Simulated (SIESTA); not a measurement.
AlNi in SIESTA: convergence with k mesh

The system is AlNi.

```
CELL_PARAMETERS angstrom
2.88100 0.00000 0.00000
0.00000 2.88100 0.00000
0.00000 0.00000 2.88100
ATOMIC_POSITIONS crystal
Ni 0.49897 0.47452 0.49815
Al 0.00605 0.01098 0.99771
```

The cell isn't the ideal one: atoms moved at random, drawn with an rms of 0.05 Å.

| Item | Value |
| --- | --- |
| Program | SIESTA 5.4.2 |
| Task | single point |
| Functional | LDA |
| Potentials or basis | PseudoDojo 0.4 standard (LDA files) |
| Basis | DZP (energy shift 0.003 Ry; two zetas on semicore shells) |
| Grid cutoff | 800 Ry |
| Energy shift | 0.003 Ry |
| k mesh | 2 × 2 × 2 |
| Occupations | fermi-dirac, width 0.05 eV |
| Spin | collinear spin, ferromagnetic start |
| Starting moments | [1.0, 0.0] μB |

These are the settings of the first run; the series varies k mesh, with any setting tied to it.

Hardware: 1 thread of Intel(R) Xeon(R) Platinum 8259CL CPU @ 2.50GHz (Skylake/Cascade Lake), with other jobs on the host.

| k mesh | energy less the tightest run, at zero smearing (meV/atom) | pressure (GPa) | largest force (eV/Å) | largest site moment (μB) | SCF cycles | CPU time (s) | peak memory (GiB) |
| --- | --- | --- | --- | --- | --- | --- | --- |
| 2 × 2 × 2 | 50.55 | -4.12 | 0.581 | 0.23 | 12 | 280 | 0.4 |
| 4 × 4 × 4 | -13.40 | -10.07 | 0.548 | 0.00 | 14 | 290 | 0.4 |
| 5 × 5 × 5 | 22.83 | -8.38 | 0.580 | 0.00 | 20 | 390 | 0.4 |
| 6 × 6 × 6 | 15.21 | -8.92 | 0.584 | 0.00 | 17 | 350 | 0.4 |
| 8 × 8 × 8 | 1.53 | -9.15 | 0.591 | 0.00 | 15 | 340 | 0.4 |
| 9 × 9 × 9 | -0.06 | -9.37 | 0.584 | 0.00 | 14 | 350 | 0.4 |
| 11 × 11 × 11 | 0.00 | -9.09 | 0.589 | 0.00 | 15 | 430 | 0.4 |

Against the tightest run, the energy stays within 1 meV/atom from 9 × 9 × 9 on; the largest site moment stays within 0.02 μB from 4 × 4 × 4 on. Not settled before the last step: the pressure (to 0.1 GPa), the largest force (to 0.005 eV/Å). Meshes of other sizes hit other points, so gaps and Fermi surfaces needn't settle smoothly. The tightest run that finished is the yardstick and may itself not be fully converged.

Caveat, for the tightest run too: short orbitals over semicore shells can move pressures by several GPa; the basis of atomic orbitals isn't converged, which shifts pressures, moduli and gaps.
